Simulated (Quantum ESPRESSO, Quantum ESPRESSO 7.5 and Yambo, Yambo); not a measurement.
# Quasiparticle gap of BAs (F-43m) in Yambo

How does a plane-wave GW calculation on BAs (F-43m) run from the first input to the gap?

Main program and level: Quantum ESPRESSO 7.5 and Yambo 5.3.0; PBE and many-body steps on it, plane waves.

**The experiments to reproduce.**

- Gap 4.12 eV: direct gap from square of absorption coefficient, average of two samples; spectroscopic ellipsometry; 300 K; bulk crystal (CVT-grown opaque bulk crystals) (“Optical properties of cubic boron arsenide”, 2019, arxiv:1911.04914).

- Gap 1.82 eV: indirect optical gap from absorption edge; UV-visible absorption; 300 K; bulk crystal (single crystal grown by chemical vapor transport) (“Basic Physical Properties of Cubic Boron Arsenide”, 2019, arxiv:1911.11281).

- Gap 2.02 eV: indirect gap from square root of absorption coefficient, average of three samples; transmission and reflection spectroscopy; 300 K; bulk crystal (CVT-grown platelets about 10 um thick) (“Optical properties of cubic boron arsenide”, 2019, arxiv:1911.04914).

## 1. Set-up

It takes space group F-43m (No. 216, cubic). Conventional cell: a = 4.777 Å, b = 4.777 Å, c = 4.777 Å, α = 90.00°, β = 90.00°, γ = 90.00°. Nearest to B lie 4 As at 2.07 Å. As has 4 B at 2.07 Å nearest. Farther neighbours are not listed.

The cell and positions come from the Crystallography Open Database and are kept as given unless a step says otherwise.

## 2. Ground state

This step: Quantum ESPRESSO 7.5; DFT, PBE, plane waves, norm-conserving pseudopotentials.

The ground-state density comes first.

The input, pw.in:

```
&control
  calculation = 'scf'
  prefix = 'x'
  outdir = 'o'
  pseudo_dir = 'pseudo'
/
&system
  ibrav = 0
  nat = 2
  ntyp = 2
  ecutwfc = 76.0
  nbnd = 14
  force_symmorphic = .true.
/
&electrons
  conv_thr = 1e-10
  electron_maxstep = 80
  mixing_beta = 0.5
/
ATOMIC_SPECIES
  B 10.81 B.upf
  As 74.922 As.upf
CELL_PARAMETERS angstrom
  -0.0000000000 2.3885000000 2.3885000000
  2.3885000000 -0.0000000000 2.3885000000
  2.3885000000 2.3885000000 -0.0000000000
ATOMIC_POSITIONS crystal
  B 0.0000000000 0.0000000000 0.0000000000
  As 0.2500000000 0.2500000000 0.2500000000
K_POINTS automatic
  8 8 8 0 0 0
```

On the command line:

```sh
$ OMP_NUM_THREADS=1 mpirun -n 4 pw.x -nk 4 -in pw.in > pw.out
```

Log:

```text
Program PWSCF v.7.5 starts

     This program is part of the open-source Quantum ESPRESSO suite
     for quantum simulation of materials; please cite
         "P. Giannozzi et al., J. Phys.:Condens. Matter 21 395502 (2009);
         "P. Giannozzi et al., J. Phys.:Condens. Matter 29 465901 (2017);
         "P. Giannozzi et al., J. Chem. Phys. 152 154105 (2020);
     in publications or presentations arising from this work. More details at
     Message from routine setup:
     using ibrav=0 with symmetry is DISCOURAGED, use correct ibrav instead

     G-vector sticks info

     bravais-lattice index     =            0
     lattice parameter (alat)  =       6.3832  a.u.
     unit-cell volume          =     183.9087 (a.u.)^3
     number of atoms/cell      =            2
     number of atomic types    =            2
     number of electrons       =        18.00
     number of Kohn-Sham states=           14
     kinetic-energy cutoff     =      76.0000  Ry
     charge density cutoff     =     304.0000  Ry
     scf convergence threshold =      1.0E-10
     mixing beta               =       0.5000
     number of iterations used =            8  plain     mixing
     Exchange-correlation= PBE
                           (   1   4   3   4   0   0   0)

     celldm(1)=   6.383210  celldm(2)=   0.000000  celldm(3)=   0.000000
     celldm(4)=   0.000000  celldm(5)=   0.000000  celldm(6)=   0.000000

     crystal axes: (cart. coord. in units of alat)
               a(1) = (  -0.000000   0.707107   0.707107 )
               a(2) = (   0.707107  -0.000000   0.707107 )
               a(3) = (   0.707107   0.707107  -0.000000 )

     reciprocal axes: (cart. coord. in units 2 pi/alat)
               b(1) = ( -0.707107  0.707107  0.707107 )
               b(2) = (  0.707107 -0.707107  0.707107 )
               b(3) = (  0.707107  0.707107 -0.707107 )
     Pseudo is Norm-conserving + core correction, Zval =  3.0
     Generated using ONCVPSP code by D. R. Hamann
     Using radial grid of 1534 points,  4 beta functions with:
     Pseudo is Norm-conserving + core correction, Zval = 15.0
     Generated using ONCVPSP code by D. R. Hamann
     Using radial grid of 1358 points,  6 beta functions with:
     B                 3.00    10.81000     B ( 1.00)
     As               15.00    74.92200     As( 1.00)

     24 Sym. Ops. (no inversion) found

   Cartesian axes

     site n.     atom                  positions (alat units)
         1        B      tau(   1) = (   0.0000000   0.0000000   0.0000000  )
         2        As     tau(   2) = (   0.3535534   0.3535534   0.3535534  )

     number of k points=    29
                       cart. coord. in units 2pi/alat
        k(    1) = (   0.0000000   0.0000000   0.0000000), wk =   0.0039062
        k(    2) = (   0.0883883   0.0883883  -0.0883883), wk =   0.0312500
        k(    3) = (   0.1767767   0.1767767  -0.1767767), wk =   0.0312500
        k(    4) = (   0.2651650   0.2651650  -0.2651650), wk =   0.0312500
        k(    5) = (  -0.3535534  -0.3535534   0.3535534), wk =   0.0156250
        k(    6) = (   0.1767767   0.0000000   0.0000000), wk =   0.0234375
        k(    7) = (   0.2651650   0.0883883  -0.0883883), wk =   0.0937500
        k(    8) = (   0.3535534   0.1767767  -0.1767767), wk =   0.0937500
        k(    9) = (  -0.2651650  -0.4419417   0.4419417), wk =   0.0937500
        k(   10) = (  -0.1767767  -0.3535534   0.3535534), wk =   0.0937500
     [... 17 further rows ...]
        k(   28) = (  -0.7071068   0.1767767  -0.0000000), wk =   0.0468750
        k(   29) = (  -0.7071068   0.3535534   0.0000000), wk =   0.0234375

     Dense  grid:    16457 G-vectors     FFT dimensions: (  36,  36,  36)

     Initial potential from superposition of free atoms

     starting charge      17.9995, renormalised to      18.0000
     Starting wfcs are   13 randomized atomic wfcs +    1 random wfcs

     per-process dynamical memory:    17.7 Mb

     Self-consistent Calculation

     iteration #  1     ecut=    76.00 Ry     beta= 0.50

     Threshold (ethr) on eigenvalues was too large:
     Diagonalizing with lowered threshold

     total energy              =    -217.98944707 Ry
     estimated scf accuracy    <       0.15333376 Ry

     iteration #  2     ecut=    76.00 Ry     beta= 0.50

     total energy              =    -218.01717716 Ry
     estimated scf accuracy    <       0.01081892 Ry

     iteration #  3     ecut=    76.00 Ry     beta= 0.50

     total energy              =    -218.01796640 Ry
     estimated scf accuracy    <       0.00168902 Ry

     iteration #  4     ecut=    76.00 Ry     beta= 0.50

     total energy              =    -218.01805485 Ry
     estimated scf accuracy    <       0.00003146 Ry

     iteration #  5     ecut=    76.00 Ry     beta= 0.50

     total energy              =    -218.01806231 Ry
     estimated scf accuracy    <       0.00000367 Ry

     iteration #  6     ecut=    76.00 Ry     beta= 0.50

     total energy              =    -218.01806295 Ry
     estimated scf accuracy    <       0.00000015 Ry

     iteration #  7     ecut=    76.00 Ry     beta= 0.50

     total energy              =    -218.01806298 Ry
     estimated scf accuracy    <       0.00000002 Ry

     iteration #  8     ecut=    76.00 Ry     beta= 0.50

     total energy              =    -218.01806299 Ry
     estimated scf accuracy    <          2.4E-09 Ry

     iteration #  9     ecut=    76.00 Ry     beta= 0.50

     End of self-consistent calculation

          k = 0.0000 0.0000 0.0000 (  2085 PWs)   bands (ev):

   -24.5718 -24.5718 -24.5718 -24.5524 -24.5524  -4.0540  11.3431  11.3431
    11.3431  14.6353  14.6353  14.6353  16.0307  20.9518

          k = 0.0884 0.0884-0.0884 (  2055 PWs)   bands (ev):

   -24.5707 -24.5703 -24.5703 -24.5520 -24.5520  -3.7982   9.3822  10.9063
    10.9063  14.7491  15.2123  15.2123  17.3126  21.8945

          k = 0.1768 0.1768-0.1768 (  2060 PWs)   bands (ev):

   -24.5699 -24.5680 -24.5680 -24.5513 -24.5513  -3.0534   6.4120  10.1970
    10.1970  14.4197  16.0141  16.0141  19.2641  22.6749

          k = 0.2652 0.2652-0.2652 (  2045 PWs)   bands (ev):

     [... further k-points ...]

     highest occupied, lowest unoccupied level (ev):    11.3431   12.5523

!    total energy              =    -218.01806299 Ry
     estimated scf accuracy    <          7.7E-11 Ry

     The total energy is the sum of the following terms:
     one-electron contribution =    -102.12896417 Ry
     hartree contribution      =      60.97026859 Ry
     xc contribution           =     -50.01724466 Ry
     ewald contribution        =    -126.84212275 Ry

     convergence has been achieved in   9 iterations

     XML data file, charge density, pseudopotentials, collected wavefunctions

=------------------------------------------------------------------------------=
   JOB DONE.
=------------------------------------------------------------------------------=
```

Run time: 4.6 s. Hardware: 4 MPI ranks of Arm Neoverse V1, shared host; peak memory 0.21 GiB.

This step gave:

- total energy: -2966.2869 eV
- gap: 1.209 eV
- k of the valence top: 0, 0, 0
- k of the conduction bottom: 0, 0.375, 0.375
- least direct gap: 3.292 eV

The gap is indirect, with the least direct gap 2.08 eV higher.

## 3. Bands along the symmetry lines

The cheap functional maps the bands first; the places of the edges decide which points the dearer methods must see.

The input, pw.in:

```
&control
  calculation = 'bands'
  prefix = 'x'
  outdir = 'o'
  pseudo_dir = 'pseudo'
/
&system
  ibrav = 0
  nat = 2
  ntyp = 2
  ecutwfc = 76.0
  nbnd = 15
  force_symmorphic = .true.
/
&electrons
  conv_thr = 1e-9
  electron_maxstep = 80
  diago_full_acc = .true.
  diago_thr_init = 5e-6
/
ATOMIC_SPECIES
  B 10.81 B.upf
  As 74.922 As.upf
CELL_PARAMETERS angstrom
  -0.0000000000 2.3885000000 2.3885000000
  2.3885000000 -0.0000000000 2.3885000000
  2.3885000000 2.3885000000 -0.0000000000
ATOMIC_POSITIONS crystal
  B 0.0000000000 0.0000000000 0.0000000000
  As 0.2500000000 0.2500000000 0.2500000000
K_POINTS crystal
  50
  0.00000000 0.00000000 0.00000000 1
  -0.06250000 -0.06250000 0.00000000 1
  -0.12500000 -0.12500000 0.00000000 1
  -0.18750000 -0.18750000 0.00000000 1
  -0.25000000 -0.25000000 0.00000000 1
  -0.31250000 -0.31250000 0.00000000 1
  -0.37500000 -0.37500000 0.00000000 1
  -0.43750000 -0.43750000 0.00000000 1
  -0.50000000 -0.50000000 0.00000000 1
  -0.48437500 -0.48437500 0.03125000 1
  -0.46875000 -0.46875000 0.06250000 1
  -0.45312500 -0.45312500 0.09375000 1
  -0.43750000 -0.43750000 0.12500000 1
  -0.42187500 -0.42187500 0.15625000 1
  -0.40625000 -0.40625000 0.18750000 1
  -0.39062500 -0.39062500 0.21875000 1
  -0.37500000 -0.37500000 0.25000000 1
  -0.37500000 0.00000000 0.37500000 1
  -0.32812500 0.00000000 0.32812500 1
  -0.28125000 0.00000000 0.28125000 1
  -0.23437500 0.00000000 0.23437500 1
  -0.18750000 0.00000000 0.18750000 1
  -0.14062500 0.00000000 0.14062500 1
  -0.09375000 0.00000000 0.09375000 1
  -0.04687500 0.00000000 0.04687500 1
  0.00000000 0.00000000 0.00000000 1
  0.00000000 0.00000000 0.06250000 1
  0.00000000 0.00000000 0.12500000 1
  0.00000000 0.00000000 0.18750000 1
  0.00000000 0.00000000 0.25000000 1
  0.00000000 0.00000000 0.31250000 1
  0.00000000 0.00000000 0.37500000 1
  0.00000000 0.00000000 0.43750000 1
  -0.00000000 -0.00000000 0.50000000 1
  -0.06250000 -0.03125000 0.46875000 1
  -0.12500000 -0.06250000 0.43750000 1
  -0.18750000 -0.09375000 0.40625000 1
  -0.25000000 -0.12500000 0.37500000 1
  -0.31250000 -0.15625000 0.34375000 1
  -0.37500000 -0.18750000 0.31250000 1
  -0.43750000 -0.21875000 0.28125000 1
  -0.50000000 -0.25000000 0.25000000 1
  -0.50000000 -0.28125000 0.21875000 1
  -0.50000000 -0.31250000 0.18750000 1
  -0.50000000 -0.34375000 0.15625000 1
  -0.50000000 -0.37500000 0.12500000 1
  -0.50000000 -0.40625000 0.09375000 1
  -0.50000000 -0.43750000 0.06250000 1
  -0.50000000 -0.46875000 0.03125000 1
  -0.50000000 -0.50000000 0.00000000 1
```

Log:

```text
[banner, memory and clock lines left out]
Program PWSCF v.7.5 starts

     Atomic positions and unit cell read from directory:
     o/x.save/

     Message from routine setup:
     using ibrav=0 with symmetry is DISCOURAGED, use correct ibrav instead

     G-vector sticks info

     bravais-lattice index     =            0
     lattice parameter (alat)  =       6.3832  a.u.
     unit-cell volume          =     183.9087 (a.u.)^3
     number of atoms/cell      =            2
     number of atomic types    =            2
     number of electrons       =        18.00
     number of Kohn-Sham states=           15
     kinetic-energy cutoff     =      76.0000  Ry
     charge density cutoff     =     304.0000  Ry
     Exchange-correlation= PBE
                           (   1   4   3   4   0   0   0)

     celldm(1)=   6.383210  celldm(2)=   0.000000  celldm(3)=   0.000000
     celldm(4)=   0.000000  celldm(5)=   0.000000  celldm(6)=   0.000000

     crystal axes: (cart. coord. in units of alat)
               a(1) = (  -0.000000   0.707107   0.707107 )
               a(2) = (   0.707107  -0.000000   0.707107 )
               a(3) = (   0.707107   0.707107  -0.000000 )

     reciprocal axes: (cart. coord. in units 2 pi/alat)
               b(1) = ( -0.707107  0.707107  0.707107 )
               b(2) = (  0.707107 -0.707107  0.707107 )
               b(3) = (  0.707107  0.707107 -0.707107 )
     Pseudo is Norm-conserving + core correction, Zval =  3.0
     Generated using ONCVPSP code by D. R. Hamann
     Using radial grid of 1534 points,  4 beta functions with:
     Pseudo is Norm-conserving + core correction, Zval = 15.0
     Generated using ONCVPSP code by D. R. Hamann
     Using radial grid of 1358 points,  6 beta functions with:
     B                 3.00    10.81000     B ( 1.00)
     As               15.00    74.92200     As( 1.00)

     24 Sym. Ops. (no inversion) found

   Cartesian axes

     site n.     atom                  positions (alat units)
         1        B      tau(   1) = (   0.0000000   0.0000000   0.0000000  )
         2        As     tau(   2) = (   0.3535534   0.3535534   0.3535534  )

     number of k points=    50
                       cart. coord. in units 2pi/alat
        k(    1) = (   0.0000000   0.0000000   0.0000000), wk =   0.0400000
        k(    2) = (   0.0000000   0.0000000  -0.0883883), wk =   0.0400000
        k(    3) = (   0.0000000   0.0000000  -0.1767767), wk =   0.0400000
[...]
[... 38 further rows ...]
        k(   49) = (   0.0441942  -0.0000000  -0.7071068), wk =   0.0400000
        k(   50) = (   0.0000000   0.0000000  -0.7071068), wk =   0.0400000

     Dense  grid:    16457 G-vectors     FFT dimensions: (  36,  36,  36)

     The potential is recalculated from file :
     o/x.save/charge-density

     Starting wfcs are   13 randomized atomic wfcs +    2 random wfcs

     Band Structure Calculation

     End of band structure calculation

          k = 0.0000 0.0000 0.0000 (  2085 PWs)   bands (ev):

   -24.5717 -24.5717 -24.5717 -24.5522 -24.5522  -4.0540  11.3431  11.3431
    11.3431  14.6353  14.6353  14.6353  16.0308  20.9518  24.5117

          k = 0.0000 0.0000-0.0884 (  2069 PWs)   bands (ev):

   -24.5718 -24.5708 -24.5708 -24.5521 -24.5520  -3.9684  10.9155  10.9621
    10.9621  14.3993  15.1107  15.1107  16.4160  21.3045  23.0942

          k = 0.0000 0.0000-0.1768 (  2037 PWs)   bands (ev):

   -24.5720 -24.5686 -24.5686 -24.5525 -24.5510  -3.7125   9.8951  10.1849
    10.1849  13.9367  16.1661  16.1661  16.9852  21.5696  22.2617

          k =-0.0000 0.0000-0.2652 (  2045 PWs)   bands (ev):

[...]
k = 0.0000 0.0000-0.3536 (  2045 PWs)   bands (ev):

[...]
k = 0.0000-0.0000-0.4419 (  2048 PWs)   bands (ev):

[...]
k =-0.0000 0.0000-0.5303 (  2068 PWs)   bands (ev):

[...]
k = 0.0000-0.0000-0.6187 (  2064 PWs)   bands (ev):

[...]
k = 0.5303-0.0000-0.5303 (  2065 PWs)   bands (ev):

[...]
k = 0.0000 0.0000 0.0000 (  2085 PWs)   bands (ev):

[...]
k = 0.1326 0.0000-0.7071 (  2060 PWs)   bands (ev):

[...]
k = 0.0884-0.0000-0.7071 (  2062 PWs)   bands (ev):

[...]
k = 0.0442-0.0000-0.7071 (  2058 PWs)   bands (ev):

   -24.5762 -24.5577 -24.5556 -24.5552 -24.5460   0.1298   2.8434   7.2094
     7.2170  12.9034  12.9141  22.6186  22.6701  24.1744  28.3235

          k = 0.0000 0.0000-0.7071 (  2044 PWs)   bands (ev):

   -24.5764 -24.5577 -24.5552 -24.5552 -24.5455   0.1241   2.8295   7.2706
     7.2706  12.7976  12.8019  22.7351  22.7351  24.2349  28.6110

     XML data file, pseudopotentials, collected wavefunctions
```

Run time: 2.8 s. Hardware: 4 MPI ranks; peak memory 0.18 GiB; 11 s of CPU time.

This step gave:

| Item | Value |
| --- | --- |
| gap | 1.209 eV |
| k of the valence top | 0, 0, 0 |
| k of the conduction bottom | -0.375, -0.375, 0 |
| least direct gap | 3.292 eV |

The gap is 1.209 eV, as in the run before at this level.

Electronic bands along the path, in eV, zero at the top of the highest filled band:

| point | band 6 | band 7 | band 8 | band 9 | band 10 | band 11 | band 12 | band 13 |
| --- | --- | --- | --- | --- | --- | --- | --- | --- |
| Γ | -15.40 | 0.00 | 0.00 | 0.00 | 3.29 | 3.29 | 3.29 | 4.69 |
| halfway | -14.05 | -4.10 | -2.70 | -2.70 | 1.67 | 4.55 | 7.42 | 7.42 |
| X | -11.22 | -8.51 | -4.07 | -4.07 | 1.45 | 1.46 | 11.39 | 11.39 |
| halfway | -11.19 | -8.41 | -4.90 | -3.92 | 1.61 | 2.81 | 10.72 | 10.82 |
| U | -11.26 | -8.13 | -5.94 | -3.48 | 2.06 | 5.57 | 9.24 | 9.78 |
| jump to K | -11.26 | -8.13 | -5.94 | -3.48 | 2.06 | 5.57 | 9.24 | 9.78 |
| halfway | -13.91 | -5.13 | -3.78 | -1.13 | 3.99 | 4.92 | 5.80 | 7.02 |
| Γ | -15.40 | 0.00 | 0.00 | 0.00 | 3.29 | 3.29 | 3.29 | 4.69 |
| halfway | -14.40 | -4.93 | -1.15 | -1.15 | 3.08 | 4.67 | 4.67 | 7.92 |
| L | -12.53 | -8.77 | -1.82 | -1.82 | 2.70 | 4.81 | 4.81 | 8.91 |
| halfway | -11.96 | -8.28 | -4.55 | -3.07 | 3.99 | 4.79 | 7.48 | 9.06 |
| W | -11.06 | -8.05 | -5.48 | -5.18 | 5.28 | 5.95 | 6.83 | 7.06 |
| halfway | -11.14 | -8.31 | -4.81 | -4.69 | 2.91 | 3.02 | 9.72 | 10.01 |
| X | -11.22 | -8.51 | -4.07 | -4.07 | 1.45 | 1.46 | 11.39 | 11.39 |

The electronic bands as a text plot (rows in eV, shown from -8.0 to 7.2 only):

```
    6.9 |                   +++++++        +            +++
    6.3 |    +                     ++    ++          +   ++
    5.6 |  +++            +   +++                   +   +  +
    5.0 |++++            +      +++  ++++    +++++++  ++ +++
    4.4 |     ++                 ++++      ++       ++ ++   +
    3.7 | +     ++      +     ++++++++  +++          ++
    3.1 |++            +    ++       +++ +++++++  +++        +
    2.5 |  ++     +        +                    ++            +
    1.8 |    +++   ++ +++++                                    ++
    1.2 |       +++++++
    0.6 |
   -0.1 |**                        ******
   -0.7 | *                      **  *  ****
   -1.3 |  **                   *  **       ****
   -2.0 |    *                **   **    **     *****
   -2.6 |    ***            **   **                 **
   -3.2 |       **        **               *          *
   -3.9 |     **  ********      ***                  * *        *
   -4.5 |             *       **                      * **   ***
   -5.1 |              **       *           *          *  ***
   -5.8 |       **       *****                          ***
   -6.4 |                     **             **
   -7.0 |         *         **
   -7.7 |          **      *                   *        *
         Γ           X  U|K            Γ         L        W     X
```

[end of part 1 of 3]

[Paths, hosts, dates, memory and timing lines, banners, echoed tables and standing remarks are left out of the program output.]

[Logs are printed without paths, hosts, clocks, repeated set-up lines and the standing remarks that a program may print on its own settings, such as how far it seeks lower states.]

[Runs of the session that timed out or met a known fault of the program may be left out.]

[Hosts, paths, dates, database ids (printed as entryN), source tags and the programs' standing remarks are cut or masked in the printed files.]
